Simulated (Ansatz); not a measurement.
PbSe (from a published structure) (r2SCAN+rVV10 geometry), in Ansatz:

```cif
data_structure
_symmetry_space_group_name_H-M 'Fm-3m'
_symmetry_Int_Tables_number 225
_cell_length_a 6.1394
_cell_length_b 6.1394
_cell_length_c 6.1394
_cell_angle_alpha 90.000
_cell_angle_beta 90.000
_cell_angle_gamma 90.000
_cell_volume 231.41
loop_
_atom_site_label
_atom_site_type_symbol
_atom_site_symmetry_multiplicity
_atom_site_Wyckoff_symbol
_atom_site_fract_x
_atom_site_fract_y
_atom_site_fract_z
_atom_site_occupancy
Pb1 Pb 4 a 0.00000 0.00000 0.00000 1
Se1 Se 4 b 0.50000 0.00000 0.00000 1
```

G0W0@PBE with 317 empty bands, a screening cutoff of 180 eV and a 6×6×6 mesh (PAW, contour deformation) gives 0.720 eV over the mesh points, from a PBE gap of 0.317 eV; it sums over 332 bands with 331 plane waves in the screening and a wave cutoff of 420 eV. G0W0 here is at a finite number of bands, screening cutoff and k mesh, not at the basis limit. Computed at 0 K without zero-point motion; spin polarisation is off.

Task: Estimate the gap with empty bands 131, screening cutoff 100 eV.

Result: 0.486 eV (-0.234 eV), from a Kohn-Sham gap of 0.317 eV.

Task: Estimate the gap with empty bands 615, screening cutoff 260 eV.

Result: 0.775 eV (+0.055 eV), from a Kohn-Sham gap of 0.317 eV.

Spin-orbit coupling is left out; in compounds of Pb, Bi, Tl or Hg it can lower a gap by up to about 1 eV, split its edges or invert the bands.
